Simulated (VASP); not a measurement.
Wanted: the native input for a VASP 6.6.1 run.

```
Task                   : electric field gradients
Functional             : r2SCAN
Potentials or basis    : VASP PAW PBE potentials, release 64 (Mg, Zn, O)
Cutoff                 : 520 eV
k mesh                 : 8 × 8 × 1
Occupations            : fermi-dirac, width 0.02 eV
Spin                   : no spin polarisation
Dipole correction      : no
Further INCAR settings : LREAL = Auto; ALGO = Normal; EDIFF = 1e-08; NBANDS = 96
```

The system is MgZn4O5.

```
Mg Zn O
1.0
     3.24982    0.00000    0.00000
    -1.62491    2.81442    0.00000
     0.00000    0.00000   25.92120
Mg Zn O
2 8 10
Direct
  0.33333 0.66667 0.27635
  0.33333 0.66667 0.07759
  0.00000 0.00000 0.97693
  0.00000 0.00000 0.77630
  0.00000 0.00000 0.57564
  0.00000 0.00000 0.37486
  0.00000 0.00000 0.17574
  0.33333 0.66667 0.87671
  0.33333 0.66667 0.67598
  0.33333 0.66667 0.47530
  0.00000 0.00000 0.90042
  0.00000 0.00000 0.69969
  0.00000 0.00000 0.49901
  0.00000 0.00000 0.29840
  0.00000 0.00000 0.09952
  0.33333 0.66667 0.80005
  0.33333 0.66667 0.59935
  0.33333 0.66667 0.39865
  0.33333 0.66667 0.20009
  0.33333 0.66667 0.00129
```

The cell comes from a database or a generator and needn't be the stable form of this composition.

One way to write it, as run:

POSCAR

```
MgZn4O5
1.0
    3.2498167770      0.0000000000      0.0000000000
   -1.6249083885      2.8144238865      0.0000000000
    0.0000000000      0.0000000000     25.9211962401
Mg Zn O
2 8 10
Direct
    0.3333333333      0.6666666667      0.2763482200
    0.3333333333      0.6666666667      0.0775921500
    0.0000000000      0.0000000000      0.9769250200
    0.0000000000      0.0000000000      0.7762970000
    0.0000000000      0.0000000000      0.5756363400
    0.0000000000      0.0000000000      0.3748559300
    0.0000000000      0.0000000000      0.1757447500
    0.3333333333      0.6666666667      0.8767088900
    0.3333333333      0.6666666667      0.6759796200
    0.3333333333      0.6666666667      0.4752959000
    0.0000000000      0.0000000000      0.9004185100
    0.0000000000      0.0000000000      0.6996876900
    0.0000000000      0.0000000000      0.4990101600
    0.0000000000      0.0000000000      0.2983989500
    0.0000000000      0.0000000000      0.0995203600
    0.3333333333      0.6666666667      0.8000524000
    0.3333333333      0.6666666667      0.5993542900
    0.3333333333      0.6666666667      0.3986541600
    0.3333333333      0.6666666667      0.2000890700
    0.3333333333      0.6666666667      0.0012885700
```

INCAR.step1

```
PREC = Accurate
ENCUT = 520
ISMEAR = -1
SIGMA = 0.02
LREAL = Auto
LASPH = T
NELM = 100
NBANDS = 96
GGA = PE
ALGO = Normal
EDIFF = 1E-4
LWAVE = T
LCHARG = F
```

INCAR.step2

```
PREC = Accurate
ENCUT = 520
EDIFF = 1E-8
ISMEAR = -1
SIGMA = 0.02
LREAL = Auto
LASPH = T
NELM = 100
ALGO = Normal
ISIF = 2
LWAVE = F
LCHARG = F
METAGGA = R2SCAN
LMIXTAU = T
LEFG = T
NBANDS = 96
ISTART = 1
```

KPOINTS

```
Automatic mesh
0
Gamma
  8 8 1
```

Potentials or basis: VASP PAW PBE potentials, release 64 (Mg, Zn, O).

Run with:

```bash
$ cat potpaw_PBE.64/Mg/POTCAR potpaw_PBE.64/Zn/POTCAR potpaw_PBE.64/O/POTCAR > POTCAR
$ cp INCAR.step1 INCAR
$ mpirun -np 1 vasp_std > vasp.out
$ cp INCAR.step2 INCAR
$ mpirun -np 1 vasp_std > vasp.out
```

It gave:

The pressure is 0.1 GPa, the largest force is 0.039 eV/Å and the band gap on the k mesh is 1.44 eV, direct.

Caveat: the PAW data sets were made with another functional, which shifts forces and pressure a little.

Run time: 16 min on 1 thread of Intel(R) Xeon(R) 6975P-C (Granite Rapids), on a shared host, peak memory 0.44 GiB.
